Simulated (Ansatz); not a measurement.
## Ag under pressure

Theory: DFT PBE, scalar-relativistic, plane waves, PAW in Ansatz. Settings: 420 eV cutoff, 18×18×18 k-mesh, Gaussian smearing of 0.10 eV, no spin polarisation.

Starting point, cell and atoms relaxed:

```xyz
1
Lattice="0.0000 2.0737 2.0737 2.0737 0.0000 2.0737 2.0737 2.0737 0.0000" Properties=species:S:1:pos:R:3 pbc="T T T"
Ag    0.0000    0.0000    0.0000
```

Cell and atoms are relaxed at each pressure within the symmetry of the start, at zero temperature, so transitions that lower the symmetry aren't seen. The k-mesh given is that at zero pressure and may differ at others. a, b and c are the lengths of the cell vectors above. ΔH is E + PV over the energy at zero pressure.

```csv
P (GPa),V (Å³/atom),V/V0,a (Å),b (Å),c (Å),ΔH (eV/atom)
-2,?,?,?,?,?,?
0,17.84,1.000,2.933,2.933,2.933,0.000
2,17.47,0.980,2.913,2.913,2.913,0.220
5,17.01,0.954,2.887,2.887,2.887,0.543
10,16.38,0.919,2.851,2.851,2.851,1.064
20,?,?,?,?,?,?
40,14.21,0.797,2.719,2.719,2.719,3.901
```

Task: What stands in the row for -2 GPa?

Result: V 18.26 Å³/atom; V/V0 1.024; a 2.956 Å; b 2.956 Å; c 2.956 Å; ΔH -0.225 eV/atom.

Task: What stands in the row for 20 GPa?

Result: V 15.45 Å³/atom; V/V0 0.866; a 2.796 Å; b 2.796 Å; c 2.796 Å; ΔH 2.055 eV/atom.